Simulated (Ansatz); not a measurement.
The calculation used Ansatz, DFT PBE, scalar-relativistic, plane waves, PAW. All cells share a 420 eV cutoff and Γ-centred k meshes spaced at most about 0.3 Å⁻¹ (about 0.25 or finer for metals, 2π included). No spin polarisation in the final relaxations.

All energies are static (0 K, no zero-point motion). All come from trial cells, and lower structures may exist.

Question: Order these relaxed structures of Cd5HgTe6 by energy, lowest first, with the energy over the lowest of them.
A.

```cif
data_structure
_symmetry_space_group_name_H-M 'P4/mmm'
_symmetry_Int_Tables_number 123
_cell_length_a 4.3203
_cell_length_b 4.3203
_cell_length_c 18.5255
_cell_angle_alpha 90.000
_cell_angle_beta 90.000
_cell_angle_gamma 90.000
_cell_volume 345.78
loop_
_atom_site_label
_atom_site_type_symbol
_atom_site_symmetry_multiplicity
_atom_site_Wyckoff_symbol
_atom_site_fract_x
_atom_site_fract_y
_atom_site_fract_z
_atom_site_occupancy
Cd1 Cd 2 g 0.00000 0.00000 0.83220 1
Cd2 Cd 2 h 0.50000 0.50000 0.33400 1
Cd3 Cd 1 b 0.00000 0.00000 0.50000 1
Hg1 Hg 1 c 0.50000 0.50000 0.00000 1
Te1 Te 1 a 0.00000 0.00000 0.00000 1
Te2 Te 2 h 0.50000 0.50000 0.17223 1
Te3 Te 2 g 0.00000 0.00000 0.33526 1
Te4 Te 1 d 0.50000 0.50000 0.50000 1
```

B.

```cif
data_structure
_symmetry_space_group_name_H-M 'P-4m2'
_symmetry_Int_Tables_number 115
_cell_length_a 4.6844
_cell_length_b 4.6844
_cell_length_c 19.8689
_cell_angle_alpha 90.000
_cell_angle_beta 90.000
_cell_angle_gamma 90.000
_cell_volume 436.00
loop_
_atom_site_label
_atom_site_type_symbol
_atom_site_symmetry_multiplicity
_atom_site_Wyckoff_symbol
_atom_site_fract_x
_atom_site_fract_y
_atom_site_fract_z
_atom_site_occupancy
Cd1 Cd 2 e 0.00000 0.00000 0.83286 1
Cd2 Cd 2 f 0.50000 0.50000 0.33359 1
Cd3 Cd 1 d 0.00000 0.00000 0.50000 1
Hg1 Hg 1 b 0.50000 0.50000 0.00000 1
Te1 Te 2 g 0.50000 0.00000 0.08418 1
Te2 Te 2 g 0.00000 0.50000 0.25038 1
Te3 Te 2 g 0.50000 0.00000 0.41680 1
```

Answer: B (0 meV/atom), A (175 meV/atom). Forms: B Cd and Hg ordered on zinc blende sites, P-4m2; A Cd and Hg ordered on rock salt sites, P4/mmm. Counting Te atoms around Cd and Hg (those within 1.25 times the shortest such distance or 1.15 times the sum of covalent radii): B has Cd 4, Hg 4; A has Cd 6, Hg 6.

Spin–orbit coupling, which can matter for Hg and Te, is left out. Cells relaxed within their symmetry can be saddle points. Some candidate types were left out of the draw beforehand, so a known form may be missing.
